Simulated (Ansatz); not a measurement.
## Residual resistivity of an alloy: V(100) with 4 layers of random V-Mo, 2x2

Wanted: resistance against the alloy's length, first V(100) with 4 layers of random V-Mo, 2x2.

Calculated with Ansatz 0.2.0; Ansatz plane-wave DFT, PBE, PAW files; ballistic transport by layer matching (Landauer), zero bias; PAW set soft_1.

Report form: the programs' logs are mostly left out.

## (1) Set-up

The cell holds 56 atoms: 54 V and 2 Mo. Cell: a = 6.052 Å, b = 6.052 Å, c = 21.182 Å, α = 90.0°, β = 90.0°, γ = 90.0°. It derives from V. Regions: lead, 40 atoms (40 V); scattering region, 16 atoms (14 V and 2 Mo). The structure is stacked along c, and the current runs across the ab planes.

## (2) With 4 alloy layers

In 4 layers a share of 0.125 of the sites is given to Mo at random. The layers about the cell's end stay perfect and serve as the lead. Energies from -0.05 to 0.05 eV in steps of 0.05 eV are too few for the program's thermal sum, so it prints no conductance; for a metal the transmission near the Fermi level serves, at a fraction of the cost.

Contents of input.yaml:

```yaml
crystal:
  lattice:
    - [6.052, 0.0, 0.0]
    - [0.0, 6.052, 0.0]
    - [0.0, 0.0, 21.182]
  atoms:
    - { symbol: V, position: [0.0, 0.0, 0.0357142857] }
    - { symbol: V, position: [0.0, 0.5, 0.0357142857] }
    - { symbol: V, position: [0.5, 0.0, 0.0357142857] }
    - { symbol: V, position: [0.5, 0.5, 0.0357142857] }
    - { symbol: V, position: [0.25, 0.25, 0.1071428571] }
    - { symbol: V, position: [0.25, 0.75, 0.1071428571] }
    - { symbol: V, position: [0.75, 0.25, 0.1071428571] }
    - { symbol: V, position: [0.75, 0.75, 0.1071428571] }
[... 44 atom lines left out ...]
    - { symbol: V, position: [0.25, 0.25, 0.9642857143] }
    - { symbol: V, position: [0.25, 0.75, 0.9642857143] }
    - { symbol: V, position: [0.75, 0.25, 0.9642857143] }
    - { symbol: V, position: [0.75, 0.75, 0.9642857143] }
kpoints:
  mp_grid: { grid: [4, 4, 1] }
hamiltonian:
  xc: pbe
  pseudopotentials: { kind: paw, azcp: { folder: soft_1 } }
scf:
  occupations: { method: fermi_dirac, width: 0.1 }
output:
  transmission: { leads: [[0, 4]], kmesh: [8, 8], e_range: [-0.05, 0.05], de: 0.05 }
  write_potential: true
  write_density: true
  volumetric_format: npy
```

On the command line:

```bash
ansatz run input.yaml --threads 4 --pin off --max-ram 15360MiB --backend cpu --events-out ev --progress --plain --runs-dir out
```

Elapsed: 4.7 min, on 4 threads of Arm Neoverse V2, shared host; peak memory 6.7 GiB.

This run has no spin polarisation, although V can carry a moment.

This step gave:

```yaml
free_energy: -167184.3174 eV
energy_at_zero_smearing: -167182.7239 eV
fermi_energy: 16.31 eV
cell_area: 36.63 Å²
transmission_per_spin_nearest_the_fermi_level: 8.604
open_channels_per_spin_nearest_the_fermi_level: 10.05
step_of_the_lead_s_potential: 0.8 meV
```

Per spin. Transmission, zone mean against energy, zero at the Fermi level:

```csv
energy (eV),"transmission, zone mean"
-0.0500,8.96
0.0000,8.60
0.0500,8.14
```

Per spin. Open channels, zone mean, lead against energy, zero at the Fermi level:

```csv
energy (eV),"open channels, zone mean, lead"
-0.0500,10.5
0.0000,10.0
0.0500,9.42
```

Transmission over k1 and k2. At 0.0000 eV from the Fermi level.

Ten even steps from '0' (3.9) to '9' (11.8):
```
20488840
04699964
18988898
68988898
18988898
04699964
20488840
02016102
```
Columns: k1 (b1) from -0.5 to 0.375; rows upwards: k2 (b2) from -0.5 to 0.375.

Open channels over k1 and k2. At 0.0000 eV from the Fermi level.

Ten even steps from '_' (4.0) to '@' (14.0):
```
::__++%%%%%%++__
::++%%@@@@@@%%++
::%%@@######@@%%
**%%@@######@@%%
::%%@@######@@%%
::++%%@@@@@@%%++
::__++%%%%%%++__
__::::::**::::::
```
Columns: k1 (b1) from -0.5 to 0.375; rows upwards: k2 (b2) from -0.5 to 0.375.

Over the solved energies the transmission per spin lies between 8.14 and 8.96, out of 9.98 channels of the lead on average (up to 10.5).

## (3) With 8 alloy layers

In 8 layers a share of 0.125 of the sites is given to Mo at random. A fresh draw is used; the growth of the resistance with length is what counts.

System of this step: V(100) with 8 layers of random V-Mo, 2x2. The cell holds 72 atoms: 68 V and 4 Mo. Cell: a = 6.052 Å, b = 6.052 Å, c = 27.234 Å, α = 90.0°, β = 90.0°, γ = 90.0°. It derives from V. Regions: lead, 40 atoms (40 V); scattering region, 32 atoms (28 V and 4 Mo). The structure is stacked along c, and the current runs across the ab planes.

Contents of input.yaml:

```yaml
crystal:
  lattice:
    - [6.052, 0.0, 0.0]
    - [0.0, 6.052, 0.0]
    - [0.0, 0.0, 27.234]
  atoms:
    - { symbol: V, position: [0.0, 0.0, 0.0277777778] }
    - { symbol: V, position: [0.0, 0.5, 0.0277777778] }
    - { symbol: V, position: [0.5, 0.0, 0.0277777778] }
    - { symbol: V, position: [0.5, 0.5, 0.0277777778] }
    - { symbol: V, position: [0.25, 0.25, 0.0833333333] }
    - { symbol: V, position: [0.25, 0.75, 0.0833333333] }
    - { symbol: V, position: [0.75, 0.25, 0.0833333333] }
    - { symbol: V, position: [0.75, 0.75, 0.0833333333] }
[... 60 atom lines left out ...]
    - { symbol: V, position: [0.25, 0.25, 0.9722222222] }
    - { symbol: V, position: [0.25, 0.75, 0.9722222222] }
    - { symbol: V, position: [0.75, 0.25, 0.9722222222] }
    - { symbol: V, position: [0.75, 0.75, 0.9722222222] }
kpoints:
  mp_grid: { grid: [4, 4, 1] }
hamiltonian:
  xc: pbe
  pseudopotentials: { kind: paw, azcp: { folder: soft_1 } }
scf:
  occupations: { method: fermi_dirac, width: 0.1 }
output:
  transmission: { leads: [[0, 4]], kmesh: [8, 8], e_range: [-0.05, 0.05], de: 0.05 }
  write_potential: true
  write_density: true
  volumetric_format: npy
```

Run time: 18 min. Hardware: 4 threads; peak memory 9.8 GiB.

This step gave:

```
free energy                                   : -217871.1059 eV
energy at zero smearing                       : -217869.1391 eV
Fermi energy                                  : 16.47 eV
transmission per spin nearest the Fermi level : 7.861
step of the lead's potential                  : 2 meV
```

Per spin. Transmission, zone mean against energy, zero at the Fermi level:

```csv
energy (eV),"transmission, zone mean"
-0.0500,7.93
0.0000,7.86
0.0500,7.40
```

Over the solved energies the transmission per spin lies between 7.40 and 7.93, out of 9.90 channels of the lead on average (up to 10.4).

## (4) With 12 alloy layers

In 12 layers a share of 0.125 of the sites is given to Mo at random. A fresh draw is used; the growth of the resistance with length is what counts.

System of this step: V(100) with 12 layers of random V-Mo, 2x2. The cell holds 88 atoms: 82 V and 6 Mo. Its edges and angles: a = 6.052 Å, b = 6.052 Å, c = 33.286 Å, α = 90.0°, β = 90.0°, γ = 90.0°. It derives from V. Regions: lead, 40 atoms (40 V); scattering region, 48 atoms (42 V and 6 Mo). The structure is stacked along c, and the current runs across the ab planes.

Contents of input.yaml:

```yaml
crystal:
  lattice:
    - [6.052, 0.0, 0.0]
    - [0.0, 6.052, 0.0]
    - [0.0, 0.0, 33.286]
  atoms:
    - { symbol: V, position: [0.0, 0.0, 0.0227272727] }
    - { symbol: V, position: [0.0, 0.5, 0.0227272727] }
    - { symbol: V, position: [0.5, 0.0, 0.0227272727] }
    - { symbol: V, position: [0.5, 0.5, 0.0227272727] }
    - { symbol: V, position: [0.25, 0.25, 0.0681818182] }
    - { symbol: V, position: [0.25, 0.75, 0.0681818182] }
    - { symbol: V, position: [0.75, 0.25, 0.0681818182] }
    - { symbol: V, position: [0.75, 0.75, 0.0681818182] }
[... 76 atom lines left out ...]
    - { symbol: V, position: [0.25, 0.25, 0.9772727273] }
    - { symbol: V, position: [0.25, 0.75, 0.9772727273] }
    - { symbol: V, position: [0.75, 0.25, 0.9772727273] }
    - { symbol: V, position: [0.75, 0.75, 0.9772727273] }
kpoints:
  mp_grid: { grid: [4, 4, 1] }
hamiltonian:
  xc: pbe
  pseudopotentials: { kind: paw, azcp: { folder: soft_1 } }
scf:
  occupations: { method: fermi_dirac, width: 0.1 }
output:
  transmission: { leads: [[0, 4]], kmesh: [8, 8], e_range: [-0.05, 0.05], de: 0.05 }
  write_potential: true
  write_density: true
  volumetric_format: npy
```

The job ended after 27 min (4 threads; peak memory 7.3 GiB).

Numbers from this step:

| Quantity | Value |
| --- | --- |
| free energy | -268557.7869 eV |
| energy at zero smearing | -268555.4149 eV |
| Fermi energy | 16.56 eV |
| transmission per spin nearest the Fermi level | 7.215 |
| step of the lead's potential | 0.8 meV |

Per spin. Transmission, zone mean against energy, zero at the Fermi level:

```csv
energy (eV),"transmission, zone mean"
-0.0500,7.44
0.0000,7.22
0.0500,6.79
```

Over the solved energies the transmission per spin lies between 6.79 and 7.44, out of 9.90 channels of the lead on average (up to 10.4).

## (5) Resistance against length

This step: Ansatz plane-wave DFT, PBE, PAW files; ballistic transport by layer matching (Landauer), zero bias; residual resistivity from the slope of the area resistance, atoms on the host's lattice; PAW set soft_1 (Ansatz 0.2.0).

This step gave:

| Property | Result |
| --- | --- |
| resistivity | 8.711 µΩ cm |
| intercept | 0.02674 fΩ m² |
| scatter about the fit | 0.001374 fΩ m² |

Resistance, by row:

```csv
run,length (Å),T,channels N,RA (fΩ m²)
n4,6.052,8.565,9.984,0.07849
n8,12.1,7.73,9.901,0.1341
n12,18.16,7.148,9.901,0.1839
```

Area resistance against length of the alloy:

```csv
length of the alloy (Å),area resistance (fΩ m²)
6.05,0.0785
12.10,0.134
18.16,0.184
```

The area resistance goes from 0.078 to 0.18 fΩ m² between 6.1 and 18.2 Å, a slope of 8.7 µΩ cm.

By hand from the end points: (0.1839 − 0.07849) fΩ m² / (18.16 − 6.05) Å = 8.7 µΩ cm, since 1 fΩ m² per Å is 1000 µΩ cm.

## (6) Outcome

```yaml
resistivity_from_the_slope: 8.71 µΩ cm
area_resistance_over_6p05_a: 0.0785 fΩ m²
area_resistance_over_12p1_a: 0.134 fΩ m²
area_resistance_over_18p2_a: 0.184 fΩ m²
```

In words: The slope gives 8.7 µΩ cm. The points scatter by 0.0014 fΩ m² about the line, with one random draw a length in a 2x2 cell, so the slope is a rough value. Read with a model of isotropic scattering on a spherical Fermi surface and the lead's 2.1×10¹⁵ S/m², this slope means a mean free path near 45 Å; over these lengths the model's slope is 1.10 times its bulk resistivity, which would be 7.9 µΩ cm. The draw over the shortest length came out nearly ordered, with 32 symmetry operations, so that point is a poor sample of a random alloy. The atoms sit on the host's lattice, so scattering by size misfit is left out.

[Logs are printed without paths, hosts, clocks, repeated set-up lines and the standing remarks that a program may print on its own settings, such as how far it seeks lower states.]

[Hosts, paths, dates, database ids (printed as entryN), source tags and the programs' standing remarks are cut or masked in the printed files.]
